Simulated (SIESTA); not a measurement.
Crystal: CuO (Tenorite).

```xyz
4
Lattice="2.3447 -1.7134 0.0000 2.3447 1.7134 0.0000 -0.8606 0.0000 5.0594" Properties=species:S:1:pos:R:3 pbc="T T T"
Cu    0.7420   -0.8457    2.5297
Cu    1.1723    0.8457    0.0000
O     1.6421    0.2841    3.8133
O     2.0724   -0.2841    1.2836
```

Base run:

```yaml
Program: SIESTA 5.4.2
Functional: PBEsol
Potentials_or_basis: PseudoDojo 0.4 standard (PBEsol files)
Basis: DZP (energy shift 0.003 Ry; two zetas on semicore shells)
Grid_cutoff: 800 Ry
Energy_shift: 0.003 Ry
k_mesh: 10 × 10 × 5
Occupations: fermi-dirac, width 0.05 eV
Spin: no spin polarisation
```

Its results: band gap on the k mesh none (metal or under the smearing width); pressure -1.5 GPa; largest force 0.783 eV/Å.

Problem. The run is repeated on the same cell with these changes: functional from PBEsol to LDA; potentials or basis from PseudoDojo 0.4 standard (PBEsol files) to PseudoDojo 0.4 standard (LDA files). What comes out?

Solution. Band gap on the k mesh none (metal or under the smearing width); pressure -8.0 GPa; largest force 0.754 eV/Å.

Caveats: short orbitals over semicore shells can move pressures by several GPa; the basis of atomic orbitals isn't converged, which shifts pressures, moduli and gaps; the run has no spin polarisation, though such a crystal can be magnetic; semilocal functionals often make such compounds metallic where correlation or magnetic order opens a gap, which also shifts bond lengths.
